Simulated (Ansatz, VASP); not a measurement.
## Ti: VASP beside Ansatz

Contents of INCAR:

```
SYSTEM = Ti
ALGO = Normal
EDIFF = 1E-7
ENCUT = 520
ISIF = 2
ISMEAR = 0
LASPH = .True.
LCHARG = .False.
LREAL = .False.
LWAVE = .False.
NBANDS = 12
NELM = 60
PREC = Accurate
SIGMA = 0.2
```

KPOINTS

```
k-points
0
Gamma
  10 10 10
  0 0 0
```

POSCAR

```
Ti
1.0
    0.0000000000      2.0025642044      2.0025642044
    2.0025642044      0.0000000000      2.0025642044
    2.0025642044      2.0025642044      0.0000000000
Ti
1
Direct
    0.0000000000      0.0000000000      0.0000000000
```

Input for Ansatz:

```yaml
crystal:
  lattice:
    - [0.0, 2.0025642043563416, 2.0025642043563416]
    - [2.0025642043563416, 0.0, 2.0025642043563416]
    - [2.0025642043563416, 2.0025642043563416, 0.0]
  atoms:
    - { symbol: Ti, position: [0.0, 0.0, 0.0] }
basis:
  ecutwfc: 489.804952427784
  ecutrho_ratio: 8
kpoints:
  mp_grid:
    grid: [10, 10, 10]
hamiltonian:
  xc: lda
  pseudopotentials:
    kind: paw
scf:
  n_extra_bands: 2
  mixing:
    algorithm: anderson
    beta: 0.4
    ndim: 12
  occupations:
    method: gaussian
    width: 0.2
output:
  stress: true
```

This isn't the form of Ti at room conditions, which is hcp.

Alike in both runs: task single point; functional LDA; k mesh 10 × 10 × 10; occupations gaussian, width 0.2 eV; no spin polarisation.

|  | VASP | Ansatz |
| --- | --- | --- |
| version | VASP 6.6.1 | Ansatz 0.2.0 |
| potentials or method | VASP PAW LDA potentials, release 64 (Ti_sv) | plane waves, PAW |
| plane-wave cutoff (eV) | 520 | 490 |
| valence electrons in the cell | 12 | 12 |

```tsv
	VASP	Ansatz	Ansatz less VASP
pressure (GPa)	-0.4	-0.2	+0.18
```
